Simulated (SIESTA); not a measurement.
Crystal: Ir.

```
Ir
1.0
     2.75138    0.00000    0.00000
    -1.37569    2.38276    0.00000
     0.00000    0.00000    4.46229
Ir
2
Direct
  0.33333 0.66667 0.25000
  0.66667 0.33333 0.75000
```

This isn't the form of Ir at room conditions, which is fcc.

Base run:

| Property | Result |
| --- | --- |
| Program | SIESTA 5.4.2 |
| Functional | PBE |
| Potentials or basis | PseudoDojo 0.4 standard (PBE files) |
| Basis | DZP (energy shift 0.003 Ry; two zetas on semicore shells) |
| Grid cutoff | 800 Ry |
| Energy shift | 0.003 Ry |
| k mesh | 11 × 11 × 6 |
| Occupations | fermi-dirac, width 0.05 eV |
| Spin | no spin polarisation |

Its results: band gap on the k mesh none (metal or under the smearing width); pressure 1.7 GPa.

Problem. After a change of settings the same cell gave: band gap on the k mesh none (metal or under the smearing width); pressure -14.1 GPa. Which change was it?
A. functional from PBE to PBEsol; basis from DZP (energy shift 0.003 Ry; two zetas on semicore shells) to TZP (energy shift 0.003 Ry; two zetas on semicore shells)
B. functional from PBE to PBEsol
C. functional from PBE to PBEsol; basis from DZP (energy shift 0.003 Ry; two zetas on semicore shells) to SZ (energy shift 0.003 Ry)
D. functional from PBE to LDA; potentials or basis from PseudoDojo 0.4 standard (PBE files) to PseudoDojo 0.4 standard (LDA files)

Solution. D.

Caveats: short orbitals over semicore shells can move pressures by several GPa; the valence orbitals were made in a potential fitted to the semicore shell under them, which widens gaps by tenths of an eV or more; the basis of atomic orbitals isn't converged, which shifts pressures, moduli and gaps; spin-orbit coupling is left out, which moves the levels of the heavy elements (some runs).
